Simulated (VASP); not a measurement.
A run of VASP 6.6.1 is set up as follows.

File INCAR:

```
ALGO = Normal ; EDIFF = 1E-7
EDIFFG = -0.01 ; ENCUT = 300
GGA = PE ; IBRION = 2
ISIF = 2 ; ISMEAR = 0
LASPH = T ; LCHARG = F
LREAL = F ; LWAVE = F
NELM = 80 ; NSW = 40
PREC = Accurate ; SIGMA = 0.03
```

Contents of KPOINTS:

```
k-points
0
Gamma
  4 4 4
```

File POSCAR:

```
SrTiO3                                  
1.0
    3.9838924869      0.0000000000     -0.0000000000
    0.0000000000      3.9838924869      0.0000000000
   -0.0000000000      0.0000000000      3.9838924869
  Sr              Ti              O             
     1     1     3
Direct
     0.5000000000000000    0.5000000000000000    0.5000000000000000
     0.0000000000000000    0.0000000000000000    0.0000000000000000
     0.5000000000000000    0.0000000000000000    0.0000000000000000
     0.0000000000000000    0.5000000000000000    0.0000000000000000
     0.0000000000000000    0.0000000000000000    0.5000000000000000
```

Potentials or basis: VASP PAW PBE potentials, release 64 (Sr_sv, Ti_sv, O_s).

Command:

```bash
$ cat potpaw_PBE.64/Sr_sv/POTCAR potpaw_PBE.64/Ti_sv/POTCAR potpaw_PBE.64/O_s/POTCAR > POTCAR
$ mpirun -np 1 vasp_std > vasp.out
```

(1) Predict the band gap on the k mesh.

Answers

(1) 1.72 eV, indirect (least direct gap 2.11 eV).

Caveat: the relaxation stopped at its first step, so nothing moved.
